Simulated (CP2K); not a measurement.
Runs of CP2K 2026.2 on SnTe. The structure is cubic, space group Fm-3m (No. 225). The conventional cell has a = 6.302 Å, b = 6.302 Å, c = 6.302 Å, α = 90.00°, β = 90.00°, γ = 90.00°. Te (site symmetry m-3m) has 6 Sn at 3.15 Å as nearest neighbours. Around Sn (site symmetry m-3m) lie 6 Te at 3.15 Å. 

```csv
level,cutoff of the non-local correlation (Ry),pressure (GPa)
LDA,-,1.9
vdW-DF-cx,300,(b)
HLE17,-,1.8
optB88-vdW,300,(a)
PBE,-,3.0
PBEsol,-,1.8
BEEF-vdW,300,3.9
```

Alike in all rows: task band structure; potentials or basis POTENTIAL_UZH Te GTH-PBE-q6, Sn GTH-PBE-q4; TZVP-MOLOPT-PBE-GTH basis; no spin polarisation; cell as given; k mesh 7 × 7 × 7; smearing fermi-dirac 0.05 eV.

Question: Fill in the values left out.

Answer: (a) 4.5; (b) 2.8.

Caveats: the basis of atomic orbitals isn't converged, which shifts pressures, moduli and gaps; the potentials were made for another functional, which shifts forces and pressure (some runs); the potentials were made for a functional far from this one (some runs).
